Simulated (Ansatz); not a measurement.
One input, then a changed one: As (sc type)

First run: DFT, PBE, PAW with Ansatz's default frozen-core files, scalar-relativistic (Ansatz 0.2.0).

Command: `ansatz run input.yaml --threads 1 --pin off --max-ram 2048MiB --backend cpu --events-out ev --progress --plain --runs-dir out` It took 1.8 s on 1 thread of Arm Neoverse V2, on a shared host, peak memory 0.27 GiB.

```yaml
crystal:
  lattice:
    - [2.3998844845, 0.0, 0.0]
    - [0.0, 2.3998844845, 0.0]
    - [0.0, 0.0, 2.3998844845]
  atoms:
    - { symbol: As, position: [0.0, 0.0, 0.0] }
kpoints:
  mp_grid: { grid: [15, 15, 15] }
scf:
  occupations: { method: fermi_dirac, width: 0.08 }
hamiltonian:
  xc: pbe
  pseudopotentials: { kind: paw }
output:
  forces: true
  stress: true
  eigenvalues: true
  populations: true
```

The cell comes from a relaxation on PAW files under the same functional, begun from a prototype that needn't be the stable phase.

This run: volume at 0.68 of the series' base cell.

It converges in 6 SCF iterations at a pressure of 70.4 GPa, cutoff 420 eV.

The input is then changed:

```diff
   occupations: { method: fermi_dirac, width: 0.08 }
+  eigensolver: { kind: davidson }
+  algorithm: density_mixing
 hamiltonian:
   populations: true
+basis:
+  ecutwfc: "550 eV"
```

Task: Predict the outcome of the changed run.

Result: It converges in 6 SCF iterations at a pressure of 70.4 GPa, cutoff 550 eV, free energy -0.9 meV/atom against the first run's.
